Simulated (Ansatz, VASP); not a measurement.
# Ti in VASP and in Ansatz

INCAR

```
SYSTEM = Ti
PREC = Accurate
ENCUT = 520
EDIFF = 1E-6
ISMEAR = -1
SIGMA = 0.05
LREAL = .False.
LASPH = .True.
NELM = 80
ALGO = Normal
ISIF = 2
LWAVE = .False.
LCHARG = .False.
GGA = PE
NBANDS = 12
```

KPOINTS

```
regular mesh
0
Gamma
  15 15 15
  0 0 0
```

File POSCAR:

```
Ti
1.0
    0.0000000000      2.0300000000      2.0300000000
    2.0300000000      0.0000000000      2.0300000000
    2.0300000000      2.0300000000      0.0000000000
Ti
1
Direct
    0.0000000000      0.0000000000      0.0000000000
```

Input for Ansatz:

```yaml
crystal:
  lattice:
    - [0.0, 2.03, 2.03]
    - [2.03, 0.0, 2.03]
    - [2.03, 2.03, 0.0]
  atoms:
    - { symbol: Ti, position: [0.0, 0.0, 0.0] }
kpoints:
  mp_grid: { grid: [15, 15, 15] }
scf:
  occupations: { method: fermi_dirac, width: 0.05 }
hamiltonian:
  xc: pbe
  pseudopotentials: { kind: all_electron, lapw: { basis_error: 0.03 } }
output:
  forces: true
  stress: true
  eigenvalues: true
```

Alike in both runs: task single point; functional PBE; k mesh 15 × 15 × 15; occupations fermi-dirac, width 0.05 eV; no spin polarisation.

|  | VASP | Ansatz |
| --- | --- | --- |
| version | VASP 6.6.1 | Ansatz 0.2.0 |
| potentials or method | VASP PAW PBE potentials, release 64 (Ti_sv) | all-electron LAPW, scalar-relativistic |
| plane-wave cutoff (eV) | 520 | see its input |

VASP gave:

- pressure (GPa): 4.2

Which values does Ansatz return?

Pressure (GPa): 4.5.

Ansatz ran all-electron here, so the differences hold the error of VASP's frozen core and of both bases.
